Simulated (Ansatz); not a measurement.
# BP: sound and stiffness along [100], [110] and [111]

Level of theory: DFT PBE, scalar-relativistic, plane waves, PAW in Ansatz. Settings: 420 eV plane-wave cutoff, Γ-centred 10×10×10 mesh, fixed occupations. No spin polarisation.

The cell, relaxed at this level:
```
B P
1.0
     0.00000    2.27419    2.27419
     2.27419    0.00000    2.27419
     2.27419    2.27419    0.00000
B P
1 1
Direct
  0.00000 0.00000 0.00000
  0.25000 0.25000 0.25000
```

With ions relaxed, on the cubic axes: C11 = 339.4, C12 = 73.3, C44 = 184.5 GPa. The density is 2.949 g/cm³.

Q: Is the crystal stable against strain, and how anisotropic is it?

A: Born's conditions hold: C11 + 2C12 = 486.0, C11 − C12 = 266.1 and C44 = 184.5 GPa are all positive. B = (C11 + 2C12)/3 = 162.0 GPa. The two shear moduli are C44 and C′ = (C11 − C12)/2 = 133.1 GPa, so Zener's ratio is A = C44/C′ = 1.39: the tetragonal shear C′ is the soft one, as in many fcc and bcc metals and zincblende crystals. The Cauchy pressure C12 − C44 is -111.2 GPa; it would vanish for pair forces between atoms on inversion centres at zero pressure, and a negative value is usual with directional bonding, though many-body forces give one in some ionic oxides too.

Q: Give the sound speeds along the three symmetry directions.

A: The Christoffel equation gives ρv² for each branch:
| direction | branch | ρv² | GPa | v (m/s) |
| --- | --- | --- | --- | --- |
| [100] | L | C11 | 339.4 | 10728 |
| [100] | T (×2) | C44 | 184.5 | 7909 |
| [110] | L | (C11 + C12 + 2C44)/2 | 390.9 | 11512 |
| [110] | T, u ∥ [001] | C44 | 184.5 | 7909 |
| [110] | T, u ∥ [1-10] | (C11 − C12)/2 | 133.1 | 6717 |
| [111] | L | (C11 + 2C12 + 4C44)/3 | 408.0 | 11761 |
| [111] | T (×2) | (C11 − C12 + C44)/3 | 150.2 | 7137 |

In a piezoelectric crystal some branches stiffen further, which is left out.

Q: How does Young's modulus depend on direction?

A: Inverting gives S11 = 3.191, S12 = -0.567, S44 = 5.420 TPa⁻¹. Along a unit vector (l, m, n), 1/E = S11 − 2(S11 − S12 − S44/2)(l²m² + m²n² + n²l²), where the last bracket is 0, 1/4 and 1/3 for [100], [110] and [111]: E = 313, 375 and 401 GPa. With A > 1 the body diagonal is stiffest. For a film on (001), the biaxial modulus is C11 + C12 − 2C12²/C11 = 381 GPa and the normal strain is −2C12/C11 = -0.43 times the in-plane one.

BP is stiff in both compression and shear, and its elastic anisotropy follows from the tetrahedral bond network. The tetragonal shear C′ leaves the bond lengths unchanged to first order and is resisted mainly by bond-angle bending, whereas the shear governed by C44 also stretches bonds, though internal displacement of the two sublattices relieves part of that cost. This explains why the slowest wave is the [110] transverse branch polarised along [1-10], at 6717 m/s, and why longitudinal sound is fastest along [111], the bond direction, at 11761 m/s. The high speeds reflect short, strongly directional covalent bonds combined with light atoms. Because boron and phosphorus differ little in electronegativity, the bonds are only weakly polar, so piezoelectric stiffening is probably a small correction here. The positive moduli establish stability against small homogeneous strains, but not against phonons at finite wavevector, and fast sound alone doesn't establish a high thermal conductivity, which also depends on anharmonic scattering.
